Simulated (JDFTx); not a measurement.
# KTaO3 (Pm-3m) in JDFTx: notebook

One crystal, KTaO3, is run at these levels: LDA, PBEsol; tasks: band structure.

Everything below comes from runs of JDFTx 1.7.0 (patched build). Logs are shortened: lines on timing, memory, paths and dates and some standing lists are left out, and cuts for length are marked. The log counts tension as positive stress, the text compression.

## (1) The structure

The structure is cubic, space group Pm-3m (No. 221). The conventional cell has a = 3.988 Å, b = 3.988 Å, c = 3.988 Å, α = 90.00°, β = 90.00°, γ = 90.00°. Around Ta (site symmetry m-3m) lie 6 O at 1.99 Å. Around K (site symmetry m-3m) lie 12 O at 2.82 Å. O (site symmetry 4/mmm) has 2 Ta at 1.99 Å as nearest neighbours.

## (2) Band structure, LDA

bands.in reads:

```
lattice Cubic 7.5367947028
coords-type Lattice
ion Ta     0.0000000000     0.0000000000     0.0000000000 1
ion K      0.5000000000     0.5000000000     0.5000000000 1
ion O      0.0000000000     0.0000000000     0.5000000000 1
ion O      0.0000000000     0.5000000000     0.0000000000 1
ion O      0.5000000000     0.0000000000     0.0000000000 1

ion-species pseudo/Ta.upf
ion-species pseudo/K.upf
ion-species pseudo/O.upf
elec-cutoff 42 336
elec-ex-corr lda-PW
elec-smearing Fermi 0.0018374661
elec-n-bands 27
electronic-minimize nIterations 30 energyDiffThreshold 1e-06
davidson-band-ratio 1.3
forces-output-coords Cartesian
include path.kpoints
symmetries none
fix-electron-density run.$VAR

dump-name bands.$VAR
dump End Ecomponents EigStats BandEigs Kpoints Forces
```

path.kpoints reads:

```
kpoint +0.0000000000 +0.0000000000 +0.0000000000 0.020000000000
kpoint +0.0000000000 +0.0833333333 +0.0000000000 0.020000000000
kpoint +0.0000000000 +0.1666666667 +0.0000000000 0.020000000000
kpoint +0.0000000000 +0.2500000000 +0.0000000000 0.020000000000
kpoint +0.0000000000 +0.3333333333 +0.0000000000 0.020000000000
kpoint +0.0000000000 +0.4166666667 +0.0000000000 0.020000000000
kpoint +0.0000000000 +0.5000000000 +0.0000000000 0.020000000000
kpoint +0.0833333333 +0.5000000000 +0.0000000000 0.020000000000
kpoint +0.1666666667 +0.5000000000 +0.0000000000 0.020000000000
kpoint +0.2500000000 +0.5000000000 +0.0000000000 0.020000000000
kpoint +0.3333333333 +0.5000000000 +0.0000000000 0.020000000000
kpoint +0.4166666667 +0.5000000000 +0.0000000000 0.020000000000
kpoint +0.5000000000 +0.5000000000 +0.0000000000 0.020000000000
kpoint +0.4444444444 +0.4444444444 +0.0000000000 0.020000000000
kpoint +0.3888888889 +0.3888888889 +0.0000000000 0.020000000000
kpoint +0.3333333333 +0.3333333333 +0.0000000000 0.020000000000
kpoint +0.2777777778 +0.2777777778 +0.0000000000 0.020000000000
kpoint +0.2222222222 +0.2222222222 +0.0000000000 0.020000000000
kpoint +0.1666666667 +0.1666666667 +0.0000000000 0.020000000000
kpoint +0.1111111111 +0.1111111111 +0.0000000000 0.020000000000
kpoint +0.0555555556 +0.0555555556 +0.0000000000 0.020000000000
kpoint +0.0000000000 +0.0000000000 +0.0000000000 0.020000000000
kpoint +0.0454545455 +0.0454545455 +0.0454545455 0.020000000000
kpoint +0.0909090909 +0.0909090909 +0.0909090909 0.020000000000
kpoint +0.1363636364 +0.1363636364 +0.1363636364 0.020000000000
kpoint +0.1818181818 +0.1818181818 +0.1818181818 0.020000000000
kpoint +0.2272727273 +0.2272727273 +0.2272727273 0.020000000000
kpoint +0.2727272727 +0.2727272727 +0.2727272727 0.020000000000
kpoint +0.3181818182 +0.3181818182 +0.3181818182 0.020000000000
kpoint +0.3636363636 +0.3636363636 +0.3636363636 0.020000000000
kpoint +0.4090909091 +0.4090909091 +0.4090909091 0.020000000000
kpoint +0.4545454545 +0.4545454545 +0.4545454545 0.020000000000
kpoint +0.5000000000 +0.5000000000 +0.5000000000 0.020000000000
kpoint +0.4500000000 +0.5000000000 +0.4500000000 0.020000000000
kpoint +0.4000000000 +0.5000000000 +0.4000000000 0.020000000000
kpoint +0.3500000000 +0.5000000000 +0.3500000000 0.020000000000
kpoint +0.3000000000 +0.5000000000 +0.3000000000 0.020000000000
kpoint +0.2500000000 +0.5000000000 +0.2500000000 0.020000000000
kpoint +0.2000000000 +0.5000000000 +0.2000000000 0.020000000000
kpoint +0.1500000000 +0.5000000000 +0.1500000000 0.020000000000
kpoint +0.1000000000 +0.5000000000 +0.1000000000 0.020000000000
kpoint +0.0500000000 +0.5000000000 +0.0500000000 0.020000000000
kpoint +0.0000000000 +0.5000000000 +0.0000000000 0.020000000000
kpoint +0.5000000000 +0.5000000000 +0.0000000000 0.020000000000
kpoint +0.5000000000 +0.5000000000 +0.0833333333 0.020000000000
kpoint +0.5000000000 +0.5000000000 +0.1666666667 0.020000000000
kpoint +0.5000000000 +0.5000000000 +0.2500000000 0.020000000000
kpoint +0.5000000000 +0.5000000000 +0.3333333333 0.020000000000
kpoint +0.5000000000 +0.5000000000 +0.4166666667 0.020000000000
kpoint +0.5000000000 +0.5000000000 +0.5000000000 0.020000000000
```

Potentials or basis: PseudoDojo-SR-LDA-0.4.1-standard with smoothed tails.

The run is started by

```
$ jdftx -c 1 -i bands.in -o bands.out
```

The log of the run:

```text
*************** JDFTx 1.7.0 (patched build) ***************

Input parsed successfully to the following command list (including defaults):
[... the input with its defaults ...]

---------- Initializing the Grid ----------
R =
[      7.53679            0            0  ]
[            0      7.53679            0  ]
[            0            0      7.53679  ]
unit cell volume = 428.115
G =
[   0.833668          0          0  ]
[          0   0.833668          0  ]
[          0          0   0.833668  ]
Minimum fftbox size, Smin = [  64  64  64  ]
Chosen fftbox size, S = [  64  64  64  ]

---------- Initializing tighter grid for wavefunction operations ----------
R =
[      7.53679            0            0  ]
[            0      7.53679            0  ]
[            0            0      7.53679  ]
unit cell volume = 428.115
G =
[   0.833668          0          0  ]
[          0   0.833668          0  ]
[          0          0   0.833668  ]
Minimum fftbox size, Smin = [  44  44  44  ]
Chosen fftbox size, S = [  48  48  48  ]

---------- Exchange Correlation functional ----------
Initalized Slater LDA exchange.
Initalized Perdew-Wang LDA correlation.

---------- Setting up pseudopotentials ----------
Width of ionic core gaussian charges (only for fluid interactions / plotting) set to 0

Reading pseudopotential file 'pseudo/Ta.upf':
  'Ta' pseudopotential, 'SLA  PW   NOGX NOGC' functional
  Generated using ONCVPSP code by D. R. Hamann
  13 valence electrons, 4 orbitals, 8 projectors, 1001 radial grid points, with lMax = 3
    5S    l: 0   occupation:  2.0   eigenvalue: -2.689826
    5P    l: 1   occupation:  6.0   eigenvalue: -1.453891
    5D    l: 2   occupation:  3.0   eigenvalue: -0.139008
    6S    l: 0   occupation:  2.0   eigenvalue: -0.206266
  Core radius for overlap checks: 2.22 bohrs.

Reading pseudopotential file 'pseudo/K.upf':
  'K' pseudopotential, 'SLA  PW   NOGX NOGC' functional
  Generated using ONCVPSP code by D. R. Hamann
  9 valence electrons, 3 orbitals, 6 projectors, 1001 radial grid points, with lMax = 2
    3S    l: 0   occupation:  2.0   eigenvalue: -1.292907
    3P    l: 1   occupation:  6.0   eigenvalue: -0.692317
    4S    l: 0   occupation:  1.0   eigenvalue: -0.089219
  WARNING: large normalization error in atomic orbital 2s (integral: 0.983987).
  Core radius for overlap checks: 1.56 bohrs.

Reading pseudopotential file 'pseudo/O.upf':
  'O' pseudopotential, 'SLA  PW   NOGX NOGC' functional
  Generated using ONCVPSP code by D. R. Hamann
  6 valence electrons, 2 orbitals, 5 projectors, 926 radial grid points, with lMax = 2
    2S    l: 0   occupation:  2.0   eigenvalue: -0.872925
    2P    l: 1   occupation:  4.0   eigenvalue: -0.338004
  Core radius for overlap checks: 1.39 bohrs.

Initialized 3 species with 5 total atoms.

Folded 50 k-points by 1x1x1 to 50 k-points.

---------- Setting up k-points, bands, fillings ----------
No reducable k-points.
Computing the number of bands and number of electrons
Calculating initial fillings.
nElectrons:  40.000000   nBands: 27   nStates: 50

----- Setting up reduced wavefunction bases (one per k-point) -----
average nbasis = 5562.940 , ideal nbasis = 5565.805

---------- Setting up ewald sum ----------
Optimum gaussian width for ewald sums = 2.299332 bohr.
Real space sum over 729 unit cells with max indices [  4  4  4  ]
Reciprocal space sum over 2197 terms with max indices [  6  6  6  ]

---------- Allocating electronic variables ----------
Reading n from file 'run.n' ... done
Initializing wave functions:  linear combination of atomic orbitals

----------- Band structure minimization -------------
Minimization will be done independently for each quantum number.

---- Minimization of quantum number:     0  [ +0.0000000 +0.0000000 +0.0000000 ]  0.040000000 ----
BandDavidson: Iter:   0  Eband: -0.024946155974309
BandDavidson: Iter:   1  Eband: -0.038546150459612  dEband: -1.359999e-02
BandDavidson: Iter:   2  Eband: -0.042570241946725  dEband: -4.024091e-03
BandDavidson: Iter:   3  Eband: -0.043976273678159  dEband: -1.406032e-03
[... 966 lines of inner loops ...]
BandDavidson: Iter:  15  Eband: -0.031962510437951  dEband: -1.962596e-06
BandDavidson: Iter:  16  Eband: -0.031963503078063  dEband: -9.926401e-07
BandDavidson: Converged (dEband<1.000000e-06)
	FillingsUpdate:  mu: +0.346600731  nElectrons: 40.000000

Dumping 'bands.eigStats' ...
	eMin: -2.171758 at state 21 ( [ +0.000000 +0.000000 +0.000000 ] spin 0 )
	HOMO: +0.307668 at state 32 ( [ +0.500000 +0.500000 +0.500000 ] spin 0 )
	mu  : +0.346601
	LUMO: +0.384407 at state 21 ( [ +0.000000 +0.000000 +0.000000 ] spin 0 )
	eMax: +0.736817 at state 43 ( [ +0.500000 +0.500000 +0.000000 ] spin 0 )
	HOMO-LUMO gap: +0.076739
	Optical gap  : +0.100358 at state 21 ( [ +0.000000 +0.000000 +0.000000 ] spin 0 )
Done!
[note: mu, HOMO and LUMO in a band run belong to the points of the path alone and aren't those of the crystal]
```

Run time: 68 s. Hardware: 1 thread of Intel Xeon 6975P-C (Granite Rapids), shared host; peak memory 0.2 GiB.

Results:

* Band gap along the path: 2.09 eV, indirect (least direct gap 2.73 eV)

Levels at the corners of the path, in eV from the valence-band top:
| point | band 18 | band 19 | band 20 | band 21 | band 22 | band 23 |
| --- | --- | --- | --- | --- | --- | --- |
| Γ | -0.64 | -0.64 | -0.64 | 2.09 | 2.09 | 2.09 |
| X | -1.55 | -0.87 | -0.87 | 2.25 | 4.98 | 4.98 |
| M | -1.44 | -1.44 | -0.04 | 5.02 | 5.02 | 6.30 |
| Γ | -0.64 | -0.64 | -0.64 | 2.09 | 2.09 | 2.09 |
| R | 0.00 | 0.00 | 0.00 | 6.44 | 6.44 | 6.44 |
| X | -1.55 | -0.87 | -0.87 | 2.25 | 4.98 | 4.98 |
| M | -1.44 | -1.44 | -0.04 | 5.02 | 5.02 | 6.30 |
| R | 0.00 | 0.00 | 0.00 | 6.44 | 6.44 | 6.44 |

Caveat: spin-orbit coupling is left out, which moves the levels of the heavy elements.

## (3) Band structure, LDA

bands.in, as its differences from that of step 2:

```diff
@@ -1,2 +1,6 @@
-lattice Cubic 7.5367947028
+lattice \
+    3.9883000000     0.0000000000     0.0000000000 \
+    0.0000000000     3.9883000000     0.0000000000 \
+    0.0000000000     0.0000000000     3.9883000000
+latt-scale 1.889726124626 1.889726124626 1.889726124626
 coords-type Lattice
```

path.kpoints is that of step 2.

Potentials or basis: PseudoDojo-SR-LDA-0.4.1-standard with smoothed tails.

The run is started by

```
$ jdftx -c 1 -i bands.in -o bands.out
```

The log of the run:

```text
*************** JDFTx 1.7.0 (patched build) ***************

Input parsed successfully to the following command list (including defaults):
[... the input with its defaults ...]

---------- Initializing the Grid ----------
R =
[      7.53679            0            0  ]
[            0      7.53679            0  ]
[            0            0      7.53679  ]
unit cell volume = 428.115
G =
[   0.833668          0          0  ]
[          0   0.833668          0  ]
[          0          0   0.833668  ]
Minimum fftbox size, Smin = [  64  64  64  ]
Chosen fftbox size, S = [  64  64  64  ]

---------- Initializing tighter grid for wavefunction operations ----------
R =
[      7.53679            0            0  ]
[            0      7.53679            0  ]
[            0            0      7.53679  ]
unit cell volume = 428.115
G =
[   0.833668          0          0  ]
[          0   0.833668          0  ]
[          0          0   0.833668  ]
Minimum fftbox size, Smin = [  44  44  44  ]
Chosen fftbox size, S = [  48  48  48  ]

---------- Exchange Correlation functional ----------
Initalized Slater LDA exchange.
Initalized Perdew-Wang LDA correlation.

---------- Setting up pseudopotentials ----------
Width of ionic core gaussian charges (only for fluid interactions / plotting) set to 0

Reading pseudopotential file 'pseudo/Ta.upf':
  'Ta' pseudopotential, 'SLA  PW   NOGX NOGC' functional
  Generated using ONCVPSP code by D. R. Hamann
  13 valence electrons, 4 orbitals, 8 projectors, 1001 radial grid points, with lMax = 3
    5S    l: 0   occupation:  2.0   eigenvalue: -2.689826
    5P    l: 1   occupation:  6.0   eigenvalue: -1.453891
    5D    l: 2   occupation:  3.0   eigenvalue: -0.139008
    6S    l: 0   occupation:  2.0   eigenvalue: -0.206266
  Core radius for overlap checks: 2.22 bohrs.

Reading pseudopotential file 'pseudo/K.upf':
  'K' pseudopotential, 'SLA  PW   NOGX NOGC' functional
  Generated using ONCVPSP code by D. R. Hamann
  9 valence electrons, 3 orbitals, 6 projectors, 1001 radial grid points, with lMax = 2
    3S    l: 0   occupation:  2.0   eigenvalue: -1.292907
    3P    l: 1   occupation:  6.0   eigenvalue: -0.692317
    4S    l: 0   occupation:  1.0   eigenvalue: -0.089219
  WARNING: large normalization error in atomic orbital 2s (integral: 0.983987).
  Core radius for overlap checks: 1.56 bohrs.

Reading pseudopotential file 'pseudo/O.upf':
  'O' pseudopotential, 'SLA  PW   NOGX NOGC' functional
  Generated using ONCVPSP code by D. R. Hamann
  6 valence electrons, 2 orbitals, 5 projectors, 926 radial grid points, with lMax = 2
    2S    l: 0   occupation:  2.0   eigenvalue: -0.872925
    2P    l: 1   occupation:  4.0   eigenvalue: -0.338004
  Core radius for overlap checks: 1.39 bohrs.

Initialized 3 species with 5 total atoms.

Folded 50 k-points by 1x1x1 to 50 k-points.

---------- Setting up k-points, bands, fillings ----------
No reducable k-points.
Computing the number of bands and number of electrons
Calculating initial fillings.
nElectrons:  40.000000   nBands: 27   nStates: 50

----- Setting up reduced wavefunction bases (one per k-point) -----
average nbasis = 5562.940 , ideal nbasis = 5565.805

---------- Setting up ewald sum ----------
Optimum gaussian width for ewald sums = 2.299332 bohr.
Real space sum over 729 unit cells with max indices [  4  4  4  ]
Reciprocal space sum over 2197 terms with max indices [  6  6  6  ]

---------- Allocating electronic variables ----------
Reading n from file 'run.n' ... done
Initializing wave functions:  linear combination of atomic orbitals

----------- Band structure minimization -------------
Minimization will be done independently for each quantum number.

---- Minimization of quantum number:     0  [ +0.0000000 +0.0000000 +0.0000000 ]  0.040000000 ----
BandDavidson: Iter:   0  Eband: -0.024946075897330
BandDavidson: Iter:   1  Eband: -0.038546078542898  dEband: -1.360000e-02
BandDavidson: Iter:   2  Eband: -0.042570174318244  dEband: -4.024096e-03
BandDavidson: Iter:   3  Eband: -0.043976208142005  dEband: -1.406034e-03
[... 966 lines of inner loops ...]
BandDavidson: Iter:  15  Eband: -0.031962455168659  dEband: -1.962600e-06
BandDavidson: Iter:  16  Eband: -0.031963447811578  dEband: -9.926429e-07
BandDavidson: Converged (dEband<1.000000e-06)
	FillingsUpdate:  mu: +0.346600866  nElectrons: 40.000000

Dumping 'bands.eigStats' ...
	eMin: -2.171758 at state 21 ( [ +0.000000 +0.000000 +0.000000 ] spin 0 )
	HOMO: +0.307669 at state 32 ( [ +0.500000 +0.500000 +0.500000 ] spin 0 )
	mu  : +0.346601
	LUMO: +0.384407 at state 21 ( [ +0.000000 +0.000000 +0.000000 ] spin 0 )
	eMax: +0.736817 at state 43 ( [ +0.500000 +0.500000 +0.000000 ] spin 0 )
	HOMO-LUMO gap: +0.076738
	Optical gap  : +0.100358 at state 21 ( [ +0.000000 +0.000000 +0.000000 ] spin 0 )
Done!
[note: mu, HOMO and LUMO in a band run belong to the points of the path alone and aren't those of the crystal]
```

Run time: 2.4 min. Hardware: 1 thread of Arm Neoverse V1, shared host; peak memory 0.2 GiB.

What came out:

| Property | Result |
| --- | --- |
| Band gap along the path | 2.09 eV, indirect (least direct gap 2.73 eV) |

Levels at the corners of the path, in eV from the valence-band top:
```csv
point,band 17,band 18,band 19,band 20,band 21,band 22,band 23
Γ,-1.07,-0.64,-0.64,-0.64,2.09,2.09,2.09
X,-2.17,-1.55,-0.87,-0.87,2.25,4.98,4.98
M,-1.68,-1.44,-1.44,-0.04,5.02,5.02,6.30
Γ,-1.07,-0.64,-0.64,-0.64,2.09,2.09,2.09
R,-3.92,0.00,0.00,0.00,6.44,6.44,6.44
X,-2.17,-1.55,-0.87,-0.87,2.25,4.98,4.98
M,-1.68,-1.44,-1.44,-0.04,5.02,5.02,6.30
R,-3.92,0.00,0.00,0.00,6.44,6.44,6.44
```

Caveat: spin-orbit coupling is left out, which moves the levels of the heavy elements.

## (4) Band structure, PBEsol

bands.in, as its differences from that of step 3:

```diff
@@ -1,6 +1,2 @@
-lattice \
-    3.9883000000     0.0000000000     0.0000000000 \
-    0.0000000000     3.9883000000     0.0000000000 \
-    0.0000000000     0.0000000000     3.9883000000
-latt-scale 1.889726124626 1.889726124626 1.889726124626
+lattice Cubic 7.5367947028
 coords-type Lattice
@@ -16,3 +12,3 @@
 elec-cutoff 42 336
-elec-ex-corr lda-PW
+elec-ex-corr gga-PBEsol
 elec-smearing Fermi 0.0018374661
```

path.kpoints is that of step 3.

Potentials or basis: PseudoDojo-SR-PBEsol-0.4.1-standard with smoothed tails.

The run is started by

```
$ jdftx -c 1 -i bands.in -o bands.out
```

The log of the run:

```text
*************** JDFTx 1.7.0 (patched build) ***************

Input parsed successfully to the following command list (including defaults):
[... the input with its defaults ...]

---------- Initializing the Grid ----------
R =
[      7.53679            0            0  ]
[            0      7.53679            0  ]
[            0            0      7.53679  ]
unit cell volume = 428.115
G =
[   0.833668          0          0  ]
[          0   0.833668          0  ]
[          0          0   0.833668  ]
Minimum fftbox size, Smin = [  64  64  64  ]
Chosen fftbox size, S = [  64  64  64  ]

---------- Initializing tighter grid for wavefunction operations ----------
R =
[      7.53679            0            0  ]
[            0      7.53679            0  ]
[            0            0      7.53679  ]
unit cell volume = 428.115
G =
[   0.833668          0          0  ]
[          0   0.833668          0  ]
[          0          0   0.833668  ]
[... 45 lines left out ...]
Calculating initial fillings.
nElectrons:  40.000000   nBands: 27   nStates: 50

----- Setting up reduced wavefunction bases (one per k-point) -----
average nbasis = 5562.940 , ideal nbasis = 5565.805

---------- Setting up ewald sum ----------
Optimum gaussian width for ewald sums = 2.299332 bohr.
Real space sum over 729 unit cells with max indices [  4  4  4  ]
Reciprocal space sum over 2197 terms with max indices [  6  6  6  ]

---------- Allocating electronic variables ----------
Reading n from file 'run.n' ... done
Initializing wave functions:  linear combination of atomic orbitals

----------- Band structure minimization -------------
Minimization will be done independently for each quantum number.

---- Minimization of quantum number:     0  [ +0.0000000 +0.0000000 +0.0000000 ]  0.040000000 ----
BandDavidson: Iter:   0  Eband: -0.015639391385990
BandDavidson: Iter:   1  Eband: -0.029967876401124  dEband: -1.432849e-02
BandDavidson: Iter:   2  Eband: -0.033809916526424  dEband: -3.842040e-03
BandDavidson: Iter:   3  Eband: -0.035071511584481  dEband: -1.261595e-03
[... 971 lines of inner loops ...]
BandDavidson: Iter:  15  Eband: -0.022738912046506  dEband: -1.894368e-06
BandDavidson: Iter:  16  Eband: -0.022739851474760  dEband: -9.394283e-07
BandDavidson: Converged (dEband<1.000000e-06)
	FillingsUpdate:  mu: +0.357147461  nElectrons: 40.000000

Dumping 'bands.eigStats' ...
	eMin: -2.162944 at state 21 ( [ +0.000000 +0.000000 +0.000000 ] spin 0 )
	HOMO: +0.317128 at state 32 ( [ +0.500000 +0.500000 +0.500000 ] spin 0 )
	mu  : +0.357147
	LUMO: +0.396036 at state 21 ( [ +0.000000 +0.000000 +0.000000 ] spin 0 )
	eMax: +0.749908 at state 43 ( [ +0.500000 +0.500000 +0.000000 ] spin 0 )
	HOMO-LUMO gap: +0.078908
	Optical gap  : +0.102368 at state 21 ( [ +0.000000 +0.000000 +0.000000 ] spin 0 )
Done!
[note: mu, HOMO and LUMO in a band run belong to the points of the path alone and aren't those of the crystal]
```

It took 3.4 min on 1 thread of AMD EPYC 7R43 (Zen 3), shared host; peak memory 0.19 GiB.

Results:

| Item | Value |
| --- | --- |
| Band gap along the path | 2.15 eV, indirect (least direct gap 2.79 eV) |

Levels at the corners of the path, in eV from the valence-band top:
```tsv
point	band 16	band 17	band 18	band 19	band 20	band 21	band 22	band 23
Γ	-1.07	-1.07	-0.64	-0.64	-0.64	2.15	2.15	2.15
X	-2.34	-2.16	-1.54	-0.86	-0.86	2.31	5.02	5.02
M	-2.85	-1.67	-1.44	-1.44	-0.04	5.06	5.06	6.36
Γ	-1.07	-1.07	-0.64	-0.64	-0.64	2.15	2.15	2.15
R	-3.91	-3.91	0.00	0.00	0.00	6.49	6.49	6.49
X	-2.34	-2.16	-1.54	-0.86	-0.86	2.31	5.02	5.02
M	-2.85	-1.67	-1.44	-1.44	-0.04	5.06	5.06	6.36
R	-3.91	-3.91	0.00	0.00	0.00	6.49	6.49	6.49
```

Caveat: spin-orbit coupling is left out, which moves the levels of the heavy elements.

## (5) For comparison

An earlier run on the cell as given: functional PBEsol; potentials or basis PseudoDojo-SR-PBEsol-0.4.1-standard with smoothed tails; cutoff 1143 eV; density cutoff 9143 eV; k mesh 7 × 7 × 7; occupations fermi-dirac, width 0.05 eV; no spin polarisation.

* Pressure: -1.7 GPa
* Band gap on the k mesh: 2.21 eV, indirect (least direct gap 2.79 eV)
* Loewdin charges: Ta +1.56; K +0.79; O -0.72 e
